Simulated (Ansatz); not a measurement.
Relaxed bulk TaN:

Space group P6_3/mmc (No. 194). a = 2.889 Å, b = 2.889 Å, c = 5.861 Å, α = 90.00°, β = 90.00°, γ = 120.00°
```json
{"atom": "Ta", "site": "2a", "symmetry": "-3m.", "x": "0.0000", "y": "0.0000", "z": "0.0000"}
{"atom": "N", "site": "2c", "symmetry": "-6m2", "x": "0.3333", "y": "0.6667", "z": "0.2500"}
```

Miller indices refer to the conventional cell of P6_3/mmc (No. 194), a = 2.889 Å, b = 2.889 Å, c = 5.861 Å, α = 90.00°, β = 90.00°, γ = 120.00°.

The (111) slab of 33 planes, 11.2 Å thick with 15 Å of vacuum as cut; outer planes N (top) and N (bottom).

These are results of Ansatz 0.2.0, DFT PBEsol, scalar-relativistic, plane waves, PAW, not measurements. Cutoff 420 eV; k points 8×6×1 on the computed 33-atom cell (Γ-centred); Gaussian smearing, width 0.10 eV; no spin polarisation. The cell repeats along c with a dipole correction in the vacuum.

The slab isn't stoichiometric (Ta16N17), so its surface energy depends on the chemical potentials; it is given with the excess atoms taken from the element's standard state, a limit at which the compound may itself be unstable, so the figure can be too low.

Results for the relaxed slab:

* Surface energy with the excess atoms taken from the elements: 2.33 J/m²
* Work function: 3.85 eV

Relaxation lowers the energy by 0.838 J/m² a face; the largest move is 0.254 Å.

```
plane (bottom to top) atoms spacing to next, bulk (Å) relaxed (Å) change (%)
                    1      N                      0.351        0.394       +12.2
                    2     Ta                      0.351        0.268       -23.7
                    3      N                      0.351        0.209       -40.4
                    4     Ta                      0.351        0.422       +20.3
                    5      N                      0.351        0.288       -17.8
                    6     Ta                      0.351        0.296       -15.7
                    7      N                      0.351        0.345        -1.6
                    8     Ta                      0.351        0.437       +24.5
                    9      N                      0.351        0.371        +5.9
                   10     Ta                      0.351        0.355        +1.3
                   11      N                      0.351        0.293       -16.4
                   12     Ta                      0.351        0.381        +8.6
                   13      N                      0.351        0.364        +3.8
                   14     Ta                      0.351        0.347        -1.0
                   15      N                      0.351        0.344        -2.0
                   16     Ta                      0.351        0.349        -0.5
                   17      N                      0.351        0.350        -0.2
                   18     Ta                      0.351        0.344        -2.0
                   19      N                      0.351        0.348        -0.9
                   20     Ta                      0.351        0.364        +3.7
                   21      N                      0.351        0.381        +8.7
                   22     Ta                      0.351        0.294       -16.3
                   23      N                      0.351        0.355        +1.3
                   24     Ta                      0.351        0.371        +5.8
                   25      N                      0.351        0.437       +24.5
                   26     Ta                      0.351        0.346        -1.3
                   27      N                      0.351        0.295       -16.0
                   28     Ta                      0.351        0.288       -17.9
                   29      N                      0.351        0.422       +20.3
                   30     Ta                      0.351        0.210       -40.3
                   31      N                      0.351        0.267       -23.8
                   32     Ta                      0.351        0.394       +12.4
                   33      N
```

Spin-orbit coupling is left out, which matters for the bands of heavy elements. Spin polarisation was left out, and a magnetic state may lie lower.

The reference crystal is a form of TaN, which isn't its usual structure.